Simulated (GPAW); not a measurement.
**Al in GPAW: the effect of strain biaxial xy**

The system is Al.

```xyz
1
Lattice="-1.5276 1.5276 1.5912 1.5276 -1.5276 1.5912 1.5276 1.5276 -1.5912" Properties=species:S:1:pos:R:3 pbc="T T T"
Al    0.0000    0.0000    0.0000
```

This isn't the form of Al at room conditions, which is fcc.

Alike in all runs:

```yaml
Program: GPAW 26.7.0
Task: single point
Functional: PBEsol
Potentials_or_basis: PAW data sets generated in the run's folder for this functional
Cutoff: 600 eV
Basis: pw
k_mesh: 12 × 12 × 12
Occupations: fermi-dirac, width 0.05 eV
Spin: no spin polarisation
Maxiter: 150
```

| strain biaxial xy | pressure (GPa) |
| --- | --- |
| -0.04 | 10.3 |
| -0.02 | 6.0 |
| -0.01 | 4.1 |
| 0 | 2.4 |
| 0.01 | 0.8 |
| 0.02 | -0.6 |
| 0.04 | ? |

Question: What does the run with strain biaxial xy 0.04 give?

Answer: Pressure -3.2 GPa.

Worked out: A parabola through the other rows of the pressure, of slope -99.4 GPa per unit of strain biaxial xy there, extrapolates to -2.9 GPa, against the run's -3.2.

Caveats: the density grid can change from cell to cell, which puts small steps into energies and stress.
